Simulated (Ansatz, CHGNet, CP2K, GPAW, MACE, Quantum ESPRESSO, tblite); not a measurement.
**Codes compared on P6_3/mmc (COD entry) MoS2, displaced supercell (54 atoms)**

Aim: run P6_3/mmc (COD entry) MoS2, displaced supercell (54 atoms) in several programs and set results and cost side by side. A plane-wave run serves as the reference.

Program: Ansatz 0.2.0. Level of theory: Kohn-Sham DFT, PBE, PAW, plane waves. Results are calculated unless marked as measured.

The database entry behind the starting cell differs from later determinations by our own check (about 0.3 % long), so it need not match the best structure at ambient conditions.

## 1. Set-up

The cell holds 54 atoms: 18 Mo and 36 S. Cell: a = 9.507 Å, b = 9.507 Å, c = 12.324 Å, α = 90.0°, β = 90.0°, γ = 120.0°. It derives from MoS2 (P6_3/mmc (measured, COD)), repeated 3×3×1. P6_3/mmc (COD entry) MoS2 (cell 3.169, 3.169, 12.32, 90, 90, 120), 3 x 3 x 1 conventional cells; every coordinate displaced by a Gaussian of 0.05 Å. Then every atom was moved at random, 0.02 Å r.m.s. a Cartesian component.

## 2. The reference run

The PAW files are the set soft_2.

input.yaml

```yaml
crystal:
  lattice:
    - [9.507, 0.0, 0.0]
    - [-4.7535, 8.2333, 0.0]
    - [0.0, 0.0, 12.324]
  atoms:
    - { symbol: Mo, position: [0.11634, 0.22549, 0.24621] }
    - { symbol: Mo, position: [0.21671, 0.10681, 0.73925] }
    - { symbol: S, position: [0.1117, 0.21164, 0.62593] }
    - { symbol: S, position: [0.21442, 0.10675, 0.12279] }
    [... 44 atom lines left out ...]
    - { symbol: Mo, position: [0.77171, 0.88706, 0.25091] }
    - { symbol: Mo, position: [0.89654, 0.78108, 0.75194] }
    - { symbol: S, position: [0.78321, 0.89127, 0.62168] }
    - { symbol: S, position: [0.885, 0.77348, 0.1277] }
    - { symbol: S, position: [0.89827, 0.77874, 0.3775] }
    - { symbol: S, position: [0.77232, 0.88447, 0.87438] }
kpoints:
  mp_grid: { grid: [1, 1, 1] }
hamiltonian:
  xc: pbe
scf:
  occupations: { method: fermi_dirac, width: 0.05 }
output:
  forces: true
  eigenvalues: true
  populations: true
  stress: true
```

The run is started by

```console
$ ansatz run input.yaml --threads 4 --pin off --max-ram 8192MiB --backend cpu --events-out ev --progress --plain --runs-dir out
```

Numbers of over 12 decimals in the logs are rounded to 6 here.

Log:

```text
[...]
Pseudopotentials: kind: paw
Pseudopotential: Mo, paw, valence charge 14, recommended cutoff 420 eV (normal), Mo.paw.azcp
Pseudopotential: S, paw, valence charge 6, recommended cutoff 420 eV (normal), S.paw.azcp
[... 5 lines on functional and potentials left out ...]
Crystal: 54 atoms, lattice volume = 964.649 Å³
Basis set: ecut = 420 eV, 18809 PW (Γ), exchange–correlation on 128×128×180 points (8 copies of the dense FFT grid, shifted against one another)
Bands: 288, of which v1, the nominal top of the filled ones, is band 234 counted from 1 (233 counted from 0)
Symmetry: 1 space group operations
Space group: P1 (ITA 1), of the structure as read, at distance tolerance 9.9e-5 Å
k-points: 1
[... 5 lines on functional and potentials left out ...]
Initial density: superposition of atomic densities (neutral atoms: chi_scale 0, normalization atom), corrected by the library's trained network
Initial wavefunctions: pseudopotential atomic-orbital guess
[...]
SCF iter   1: F=—  HF=-121725.961562 eV  |F-HF|=—  |Δ(HF+E_count)|=         —  Δρ=8.42e-3  dr2=8.55e-1  ethr=1.77e-3  ⟨swp⟩=6.0  Hψ=1097  notcnv=0
preconditioner: auto → Resta (q_TF=auto, 2.418 Å⁻¹)  ε∞=8.7  [insulator: Δε(μ)=0.797 eV  Ē_g=7.768 eV  σ=0.050 eV  W_gap=1.00  n_scr=224 (ndim 8)  ℏωp=21.5 eV  f_vac=0.018  D(μ)=0.03/eV (n_scr^D=0)  ε∞_Penn≈8.7]
[...]
SCF iter  11: F=—  HF=-121725.951916 eV  |F-HF|=—  |Δ(HF+E_count)|=   1.51e-7  Δρ=2.99e-6  dr2=1.30e-7  ethr=1.39e-10  ⟨swp⟩=2.0  Hψ=393  notcnv=0  defer=20
SCF iter  12: F=-121725.951916 eV  HF=-121725.951916 eV  |F-HF|=4.66e-8  |Δ(HF+E_count)|=   7.92e-8  Δρ=1.77e-6  dr2=7.75e-8  ethr=2.14e-11  ⟨swp⟩=11.0  Hψ=1176  notcnv=0
SCF 1 converged in 12 iterations: F = -121725.951916 eV  dr2 = 7.75e-8
[...]
SCF converged after 12 iterations
Free energy (F): -121725.951916 eV
Harris-Foulkes:  -121725.951916 eV  (|F-HF|=4.66e-8)
Internal energy: -121725.951354 eV  (E = F + TS)
E sigma→0 (E₀):  -121725.951635 eV
Entropy (-TS):   -0.000562 eV (-0.010 meV/atom)
Fermi energy:    11.378239 eV
--- Per-component energies (eV) ---
[...]
Σ components = -121725.951916   (vs F -121725.951916, Δ=0.00e0)
--- Forces (eV/Å), atoms counted from 1 ---
  atom   1  Mo    -0.51949339     1.14314545     0.12157638
  atom   2  Mo     2.24558916     0.27280293     3.20373655
  atom   3  S     -1.38622705     1.39511529    -1.62925521
  atom   4  S      0.86771106     1.20304559    -1.28514906
[...]
atom  54  S      0.95875950     0.46996871     0.30007431
  max |Σ_I F_I| component: 3.88e-5 eV/Å
--- Stress (GPa, compression-positive) ---
        4.137153      -0.686573       0.261678
       -0.686573       4.267256      -1.434352
        0.261678      -1.434352       5.385407
  P = ⅓ Tr σ = 4.5966 GPa (45.966 kbar)
--- Band table (eV) ---
  k-point 0: bands = ["-50.5084", "-50.5018", "-50.4928", "-50.4832", [... 272 levels ...], "13.5317", "13.6722", "13.7431", "13.7470", "13.7830", "13.8686", "13.8732", "13.9212", "13.9765", "14.0086", "14.0932", "14.1411"]
--- Löwdin populations: 54 sites ---
  site symbol       q [e]
     0     Mo     13.7635
     1     Mo     13.7450
     2      S      5.9749
[...]
53      S      6.0341
  spilling = 0.007182 (of n_electrons = 468.000000)
```

Wall time 11 s (4 threads of Arm Neoverse V1, shared host); peak memory 1.1 GiB; 42 s of CPU time.

In the SCF lines HF is the Harris–Foulkes energy and dr2 the Hartree energy of the density residual, in eV; the loop may stop once dr2 is under the threshold and the program's other checks hold. Hψ counts applications of the Hamiltonian.

Read from the output:

```
free energy                                      : -121725.9519 eV
free energy per atom                             : -2254.1843 eV/atom
SCF cycles                                       : 12
pressure                                         : 4.597 GPa
r.m.s. force component                           : 1.188 eV/Å
longest force                                    : 4.817 eV/Å
Fermi energy                                     : 11.38 eV
gap (highest filled to lowest empty level) : 0.8354 eV
spilling of the projection                       : 0.007182
```

Length of the force by element:

```
element  coordination  atoms  mean length of the force (eV/Å)  spread  least  most
     Mo           all     18                             2.47    1.38  0.720  4.82
      S           all     36                             1.36   0.698  0.282  3.46
```

Löwdin charges by element (they lack the spilled electrons, 0.062 e an atom on average):

```
element  coordination  atoms  mean charge (e)  spread    least    most
     Mo           all     18            0.264  0.0178    0.236   0.293
      S           all     36          -0.0384  0.0308  -0.0928  0.0251
```

The levels nearest the highest filled one (over half full), pooled over k-points and spins:

```
level less the highest filled one (eV)  occupation
                                 -1.05           2
                                -0.743           2
                                -0.704           2
                                -0.573           2
                                -0.541           2
                                     0        2.00
                                 0.835           0
                                 0.894           0
                                 0.931           0
                                 0.963           0
                                  1.21           0
                                  1.26           0
```

The run ends at a pressure of 4.60 GPa, with forces up to 4.8 eV/Å.

## 3. The other programs

The programs:
- CHGNet: machine-learned potential, published weights.
- CP2K 2026.2: Gaussian basis with GTH pseudopotentials and a plane-wave density; labels give functional, basis (MOLOPT sets; SR short-range, UZH the newer set with its own potentials), grid cutoff/relative cutoff and solver (OT: orbital transformation; TRS4, TC2, SIGN: linear-scaling purification with its sparsity filter), or its built-in tight binding.
- GPAW 26.7.0: PAW with atomic orbitals (LCAO), plane waves or a real-space grid of spacing h.
- MACE: machine-learned potential, published weights.
- Quantum ESPRESSO 7.5: plane waves; labels (QE) give functional, pseudopotential set and cutoffs of waves/density.
- tblite 0.8.0: extended tight binding, driven from Python.

All use the same cell and atoms; the electronic-structure runs use the same k-mesh, and an electronic temperature of 580 K (0.05 eV) where levels are smeared.

Differences are against the plane-wave reference, forces as r.m.s. over components; share is that over the reference's r.m.s. force, slope the least-squares factor from reference forces to these. Total energies of different programs have different zeros and aren't compared.

```
                                                                     run  Δ force, r.m.s. (meV/Å)  share (%)  slope  Δ pressure (GPa)  Δ gap (eV)  cores  CPU time  memory (GiB)
                                                               reference                        -          -      -                 -           -      4      42 s           1.1
                                                  CHGNet 0.3.0 potential                      462       38.9  0.641             0.391           -      1     3.8 s          0.63
                 CP2K PBE+D3, DZVP-MOLOPT-SR, 600/50 Ry, diagonalisation                     46.4       3.90  1.029             -2.55      0.0038      2   9.9 min           3.4
           CP2K PBE, DZVP-MOLOPT-SR, 210/50 Ry, diagonalisation (coarse)                     44.9       3.78  1.029            0.0318      0.0038      2   8.6 min           1.1
                    CP2K PBE, DZVP-MOLOPT-SR, 600/50 Ry, diagonalisation                     45.0       3.79  1.029            0.0337      0.0038      2    10 min           3.4
                    CP2K PBE, DZVP-MOLOPT-SR, 600/70 Ry, diagonalisation                     45.0       3.79  1.029            0.0336      0.0038      2    13 min           3.4
                          CP2K PBE, DZVP-UZH, 600/50 Ry, diagonalisation                      124       10.4  1.041              2.01       0.004      4   7.2 min           5.1
           CP2K PBE, TZVP-MOLOPT (SR for Mo), 600/50 Ry, diagonalisation                     44.5       3.75  1.021             0.498      0.0059      4    15 min           5.5
CP2K r2SCAN, SCAN potentials, DZVP-UZH(SCAN), 600/50 Ry, diagonalisation                     88.9       7.48  1.062             0.682      0.0494      4    23 min           5.1
                                             GPAW PBE, LCAO dzp, h 0.2 Å                      248       20.9  1.090                 -     -0.0023      1   4.1 min           1.1
                       GPAW PBE, LCAO dzp, h 0.2 Å, other mixer settings                      248       20.8  1.090                 -     -0.0024      1   5.7 min           1.0
                                   GPAW PBE, LCAO dzp, h 0.28 Å (coarse)                      245       20.6  1.090                 -     -0.0093      1   1.9 min          0.54
                               GPAW PBE, LCAO szp(dzp), h 0.2 Å (coarse)                      412       34.7  1.148                 -     -0.0157      1   2.9 min             1
                                            GPAW RPBE, LCAO dzp, h 0.2 Å                      296       24.9  1.107                 -       0.011      1     4 min           1.1
                                            MACE MP-0b3 medium potential                      320       26.9  0.791              1.05           -      1     7.8 s          0.79
                                             MACE MPA-0 medium potential                      212       17.9  1.026              2.61           -      1     8.1 s          0.78
                                             QE PBE, gbrv-1.5, 40/200 Ry                     8.24      0.694  0.998            -0.270      0.0019      2   5.5 min           1.1
                                QE PBE, sssp-1.3.0-efficiency, 45/360 Ry                     1.32      0.111  1.000           -0.0679      0.0075      2   6.8 min           2.2
                                                         tblite GFN1-xTB                      388       32.6  0.971              4.74           -      1     4.4 s          0.12
```

Rows marked coarse were listed beforehand as settings not expected to be converged; some can still land near the reference.

Times of the machine-learned potentials are mostly Python's start and the loading of weights.

CPU time is summed over cores on a shared host, where runs went side by side, so it is rough. Symmetry, cutoffs, thresholds, outputs and thread counts weren't matched or tuned between programs; memory under MPI is the largest rank's times the ranks.

Runs without a result: CP2K GFN1-xTB, diagonalisation (not converged).

Mean charges by element (e), by run and scheme:

```
                                                                     run     scheme     Mo      S
                                                               reference     Löwdin  +0.26  -0.04
                 CP2K PBE+D3, DZVP-MOLOPT-SR, 600/50 Ry, diagonalisation   Mulliken  -0.82  +0.41
                 CP2K PBE+D3, DZVP-MOLOPT-SR, 600/50 Ry, diagonalisation  Hirshfeld  +0.23  -0.11
                    CP2K PBE, DZVP-MOLOPT-SR, 600/50 Ry, diagonalisation   Mulliken  -0.82  +0.41
                    CP2K PBE, DZVP-MOLOPT-SR, 600/50 Ry, diagonalisation  Hirshfeld  +0.23  -0.11
                    CP2K PBE, DZVP-MOLOPT-SR, 600/70 Ry, diagonalisation   Mulliken  -0.82  +0.41
                    CP2K PBE, DZVP-MOLOPT-SR, 600/70 Ry, diagonalisation  Hirshfeld  +0.23  -0.11
                          CP2K PBE, DZVP-UZH, 600/50 Ry, diagonalisation   Mulliken  -0.04  +0.02
                          CP2K PBE, DZVP-UZH, 600/50 Ry, diagonalisation  Hirshfeld  +0.23  -0.11
           CP2K PBE, TZVP-MOLOPT (SR for Mo), 600/50 Ry, diagonalisation   Mulliken  -0.15  +0.07
           CP2K PBE, TZVP-MOLOPT (SR for Mo), 600/50 Ry, diagonalisation  Hirshfeld  +0.23  -0.11
CP2K r2SCAN, SCAN potentials, DZVP-UZH(SCAN), 600/50 Ry, diagonalisation   Mulliken  -0.01   0.00
CP2K r2SCAN, SCAN potentials, DZVP-UZH(SCAN), 600/50 Ry, diagonalisation  Hirshfeld  +0.26  -0.13
                                                         tblite GFN1-xTB   Mulliken  +0.45  -0.23
```

The reference's Löwdin charges lack the electrons that the projection spills, 0.062 e an atom on average.

Within one program, basis, potentials and functional, energies share a zero. Each run against its twin at the usual cutoff or grid and solver:

```
                                                 run                                        twin  Δ energy (meV/atom)  Δ force, r.m.s. (meV/Å)  CPU time over the twin's
CP2K PBE, DZVP-MOLOPT-SR, 210/50 Ry, diagonalisation  DZVP-MOLOPT-SR, 600/50 Ry, diagonalisation               0.0272                     3.60                      0.86
CP2K PBE, DZVP-MOLOPT-SR, 600/70 Ry, diagonalisation  DZVP-MOLOPT-SR, 600/50 Ry, diagonalisation              -7.0e-4                    0.068                       1.3
   GPAW PBE, LCAO dzp, h 0.2 Å, other mixer settings                           LCAO dzp, h 0.2 Å                    0                     1.38                       1.4
                        GPAW PBE, LCAO dzp, h 0.28 Å                           LCAO dzp, h 0.2 Å                  466                     46.1                      0.46
```

## 4. Outcome

```
reference r.m.s. force component                       : 1.19 eV/Å
nearest in forces                                      : QE PBE, sssp-1.3.0-efficiency, 45/360 Ry, 0.11 %
farthest in forces                                     : CHGNet 0.3.0 potential, 39 %
cheapest electronic-structure run beside the reference : tblite GFN1-xTB, 4.4 s of CPU time
```

PBE on plane waves or a grid with other potentials, cutoffs or grids, coarse settings apart, differs from the reference by 0.11 % (QE PBE, sssp-1.3.0-efficiency, 45/360 Ry) to 0.69 % (QE PBE, gbrv-1.5, 40/200 Ry) of the r.m.s. force; this holds the reference's own error, so differences of a few per cent don't tell which side is nearer the exact PBE result (QE's 40 Ry are 544 eV, against the reference's 420 eV). The PBE runs in local orbitals, coarse settings apart, differ by 3.8 % (CP2K PBE, TZVP-MOLOPT (SR for Mo), 600/50 Ry, diagonalisation) to 21 % (GPAW PBE, LCAO dzp, h 0.2 Å); basis, grid and potentials can all enter. Tight binding differs by 33 % (tblite GFN1-xTB); it is another model, with fitted parameters of its own, and the xTB methods hold dispersion. Machine-learned potentials differ by 18 % (MACE MPA-0 medium potential) to 39 % (CHGNet 0.3.0 potential); they were trained on other programs' data. Among those trained on PBE data the slope goes as low as 0.64, which softening far from their training structures can give, though the reference's k-sampling is untested too. Rows with another functional or a dispersion term differ by 3.9 % (CP2K PBE+D3, DZVP-MOLOPT-SR, 600/50 Ry, diagonalisation) to 25 % (GPAW RPBE, LCAO dzp, h 0.2 Å), which mixes the change of model with differences of basis and potentials, some of them made for another functional. Runs with settings chosen to be coarse differ by 3.8 % (CP2K PBE, DZVP-MOLOPT-SR, 210/50 Ry, diagonalisation) to 35 % (GPAW PBE, LCAO szp(dzp), h 0.2 Å), their programs' other errors included. One electronic-structure run takes under half the reference's CPU time: tblite GFN1-xTB, at 33 % in 4.4 s against 42 s; its pressure misses by +4.7 GPa. GPAW PBE, LCAO szp(dzp), h 0.2 Å stiffens the forces by a factor of 1.15 while following their directions (correlation 0.965); the slopes of the 5 GPAW runs lie between 1.09 and 1.15; the difference isn't even, but is largest on one element. At the same functional, gaps differ from the reference's 0.835 eV by between -0.02 and +0.01 eV. These are spacings on the run's k-points, which needn't hold the band edges. In pressure, CP2K PBE, DZVP-UZH, 600/50 Ry, diagonalisation misses by +2.0 GPa, at the same functional. Charges hang on model, scheme and program or settings: among these rows the mean for Mo runs from -0.82 to +0.45 e, even in sign. In the reference: filled and empty levels are parted by 0.835 eV at Γ alone; the mesh holds the band edges only if they fold onto it, so the gap at this level can be narrower or closed, while semilocal functionals tend to narrow gaps against experiment. In the reference: mean Löwdin charges: Mo +0.26, S -0.04 e (they miss 0.72 % of the electrons, so they add up to more than the cell's charge). Periodic xTB results under one method name differ between programs and library versions. Machine-learned potentials mimic data converged in k, so the reference's own k-point error enters their differences. The reference's pressure of 4.6 GPa belongs to a cell and atoms that aren't relaxed at this level. The runs have no spin polarisation, so moments on Mo can't form, and no Hubbard term. The electronic-structure runs sample only Γ, in a cell whose shortest periodic width is 8 Å.

[Also dropped from logs without a mark: logging warnings of Python, and SIESTA's first energy breakdown and zero terms.]

[Logs are printed without paths, hosts, clocks, repeated set-up lines and the standing remarks that a program may print on its own settings, such as how far it seeks lower states.]

[Hosts, paths, dates, database ids (printed as entryN), source tags and the programs' standing remarks are cut or masked in the printed files.]
